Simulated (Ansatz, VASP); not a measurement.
## InP and the pressure, program beside program

The cell as given:

```cif
data_structure
_symmetry_space_group_name_H-M 'F-43m'
_symmetry_Int_Tables_number 216
_cell_length_a 5.8610
_cell_length_b 5.8610
_cell_length_c 5.8610
_cell_angle_alpha 90.000
_cell_angle_beta 90.000
_cell_angle_gamma 90.000
_cell_volume 201.33
loop_
_atom_site_label
_atom_site_type_symbol
_atom_site_symmetry_multiplicity
_atom_site_Wyckoff_symbol
_atom_site_fract_x
_atom_site_fract_y
_atom_site_fract_z
_atom_site_occupancy
In1 In 4 a 0.00000 0.00000 0.00000 1
P1 P 4 c 0.25000 0.25000 0.25000 1
```

Kept alike: task relaxation of cell and atoms; functional LDA; k mesh 8 × 8 × 8; occupations fermi-dirac, width 0.05 eV; no spin polarisation. The mesh is that of the run's cell of 2 atoms. No spin-orbit coupling.

- A: Ansatz, all-electron LAPW, scalar-relativistic
- B: VASP, LDA PAW files In_d, P, 600 eV

```csv
pressure (GPa),A: band gap on the mesh (eV),B: band gap on the mesh (eV)
0,0.575,0.602
2,0.718,0.749
5,0.902,0.926
10,1.156,1.179
```

Values hold for each row's relaxed cell, which stops near the pressure aimed at. The runs follow the start's structure, whether or not it is the stable one at these pressures. A gap on the mesh can miss an edge between its points.

How large is the effect of the pressure, and do the programs agree on it?

From 0 to 10 GPa the band gap on the mesh moves by +0.581 in A, +0.577 in B (eV). Row by row the programs differ by 0.023 to 0.031, and over this span the shifts, as printed, agree within about 1 %.
